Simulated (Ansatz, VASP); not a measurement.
## One calculation of CaO, two programs

POSCAR

```
CaO
1.0
    2.3165967475      2.3165967475      0.0000000000
   -2.3165967475      2.3165967475      0.0000000000
    0.0000000000      2.3165967475      2.3165967475
Ca O
1 1
Direct
    0.0000000000      0.0000000000      0.0000000000
    0.5000000000      0.5000000000      0.0000000000
```

The input INCAR.step1:

```
SYSTEM = CaO
  ALGO = Normal
  EDIFF = 1E-4
  ENCUT = 520
  GGA = PE
  ISMEAR = 0
  LASPH = .True.
  LCHARG = .False.
  LREAL = .False.
  LWAVE = .True.
  NBANDS = 15
  NELM = 80
  PREC = Accurate
  SIGMA = 0.01
```

The input INCAR.step2:

```
SYSTEM = CaO
  ALGO = Normal
  EDIFF = 1E-6
  ENCUT = 520
  ISIF = 2
  ISMEAR = 0
  ISTART = 1
  LASPH = .True.
  LCHARG = .True.
  LELF = .True.
  LMIXTAU = .True.
  LREAL = .False.
  LVHAR = .True.
  LWAVE = .False.
  METAGGA = R2SCAN
  NBANDS = 15
  NELM = 80
  PREC = Accurate
  SIGMA = 0.01
```

File KPOINTS:

```
k-points
0
Gamma
  8 8 8
  0 0 0
```

Input for Ansatz:

```yaml
crystal:
  lattice:
    - [2.31659674748, 2.31659674748, 0.0]
    - [-2.31659674748, 2.31659674748, 0.0]
    - [0.0, 2.31659674748, 2.31659674748]
  atoms:
    - { symbol: Ca, position: [0.0, 0.0, 0.0] }
    - { symbol: O, position: [0.5, 0.5, 0.0] }
kpoints:
  mp_grid: { grid: [8, 8, 8] }
scf:
  occupations: { method: fixed }
  convergence: { dr2_threshold: 1.0e-10 }
hamiltonian:
  xc: r2scan
  pseudopotentials: { kind: paw }
output:
  forces: true
  stress: true
  eigenstates:
    kpoints:
      - [0.0, 0.0, 0.0]
      - [-0.5, 0.5, 0.0]
      - [-0.5, -0.5, -0.5]
      - [0.0, 0.0, -0.5]
      - [0.0, -0.5, -0.5]
      - [0.0, 0.5, 0.0]
      - [-0.5, 0.0, 0.0]
      - [-0.5, 0.0, -0.5]
  eigenvalues: true
```

Alike in both runs: task single point; functional r2SCAN; k mesh 8 × 8 × 8; no spin polarisation.

|  | VASP | Ansatz |
| --- | --- | --- |
| version | VASP 6.6.1 | Ansatz 0.2.0 |
| potentials or method | VASP PAW PBE potentials, release 64 (Ca_sv, O) | PAW with Ansatz's default frozen-core files, scalar-relativistic |
| plane-wave cutoff (eV) | 520 | 500 |
| occupations | gaussian, width 0.01 eV | fixed |
| valence electrons in the cell | 16 | 16 |

VASP gave:

| Item | Value |
| --- | --- |
| gap on the k mesh at the Fermi level (eV) | 4.13 |
| pressure (GPa) | 16.7 |

**Question.** Which values does Ansatz return?

**Answer.** gap on the k mesh at the Fermi level (eV): 4.15; pressure (GPa): 15.0.

Caveats: so large a pressure means that the cell lies far from this level's equilibrium, or that cutoff or potentials fall short (VASP); the potentials were made for another functional, which shifts forces and pressure (VASP). A k mesh can miss the band edges. r2SCAN opens gaps a little over a GGA but as a rule still falls short of measured ones.
